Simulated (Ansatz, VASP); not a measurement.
# One calculation of KZnF3, two programs

INCAR

```
PREC = Accurate
ENCUT = 520
EDIFF = 1E-6
ISMEAR = 0
SIGMA = 0.1
LREAL = False
LASPH = True
NELM = 100
ALGO = Normal
ISIF = 2
LWAVE = False
LCHARG = False
GGA = PE
NBANDS = 29
```

File KPOINTS:

```
regular mesh
0
Gamma
  4 4 4
```

Contents of POSCAR:

```
KZnF3
1.0
    4.0474166900      0.0000000000      0.0000000000
    0.0000000000      4.0474166900      0.0000000000
    0.0000000000      0.0000000000      4.0474166900
K Zn F
1 1 3
Direct
    0.0000000000      0.0000000000      0.0000000000
    0.5000000000      0.5000000000      0.5000000000
    0.0000000000      0.5000000000      0.5000000000
    0.5000000000      0.0000000000      0.5000000000
    0.5000000000      0.5000000000      0.0000000000
```

Input for Ansatz:

```yaml
crystal:
  lattice:
    - [4.04741669, 0.0, 0.0]
    - [0.0, 4.04741669, 0.0]
    - [0.0, 0.0, 4.04741669]
  atoms:
    - { symbol: K, position: [0.0, 0.0, 0.0] }
    - { symbol: Zn, position: [0.5, 0.5, 0.5] }
    - { symbol: F, position: [0.0, 0.5, 0.5] }
    - { symbol: F, position: [0.5, 0.0, 0.5] }
    - { symbol: F, position: [0.5, 0.5, 0.0] }
basis:
  ecutwfc: 420
kpoints:
  mp_grid: { grid: [4, 4, 4] }
hamiltonian:
  xc: pbe
scf:
  occupations: { method: gaussian, width: 0.1 }
output:
  forces: true
  stress: true
  eigenvalues: true
```

The cell is a database's computed one.

Alike in both runs: task single point; functional PBE; k mesh 4 × 4 × 4; occupations gaussian, width 0.1 eV; no spin polarisation.

|  | VASP | Ansatz |
| --- | --- | --- |
| version | VASP 6.6.1 | Ansatz 0.2.0 |
| potentials or method | VASP PAW PBE potentials, release 64 (K_sv, Zn, F) | scalar-relativistic, plane waves, PAW |
| plane-wave cutoff (eV) | 520 | 420 |
| valence electrons in the cell | 42 | 42 |

VASP gave:

```
gap on the k mesh at the Fermi level (eV) : 3.80
least direct gap on the mesh (eV)         : 5.66
pressure (GPa)                            : 5.1
```

Question: Which values does Ansatz return?

Answer: gap on the k mesh at the Fermi level (eV): 3.87; least direct gap on the mesh (eV): 5.71; pressure (GPa): 4.7.

A k mesh can miss the band edges.
